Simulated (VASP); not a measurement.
Sb under changes of volume

One of the cells (27.187 Å³/atom); the others are scaled copies at fixed shape and fractional positions:

```xyz
2
Lattice="3.3767 0.0000 0.0000 -1.6884 2.9243 0.0000 0.0000 0.0000 5.5064" Properties=species:S:1:pos:R:3 pbc="T T T"
Sb    1.6884    0.9748    4.1298
Sb    0.0000    1.9496    1.3766
```

This isn't the form of Sb at room conditions, which is rhombohedral.

- Program: VASP 6.6.1
- Functional: PBE
- Potentials or basis: VASP PAW PBE potentials, release 64 (Sb)
- Cutoff: 520 eV
- k mesh: 9 × 9 × 5
- Occupations: fermi-dirac, width 0.05 eV
- Spin: no spin polarisation

```tsv
volume (Å³/atom)	energy over the lowest point (meV/atom)	pressure (GPa)
25.055	36.52	5.9
25.588	20.03	4.2
26.121	8.91	2.7
27.187	0.00	0.1
27.720	1.42	-1.0
28.253	?	?
```

Task: What does the run at 28.253 Å³/atom give?

Result: Energy over the lowest point 6.41 meV/atom; pressure -2.0 GPa.

Worked out: A Birch-Murnaghan fit of order 3 (a polynomial in V^(-2/3)) to the other rows has its minimum at 27.25 Å³/atom with B0 = V·E''(V) = 57 GPa and B' = 4.8 at fixed shape and positions, which overstates the stiffness. It gives 6.13 meV/atom at 28.253 Å³/atom, against the run's 6.41, and -dE/dV = -1.9 GPa, against -2.0.

Energies are extrapolated to zero smearing.
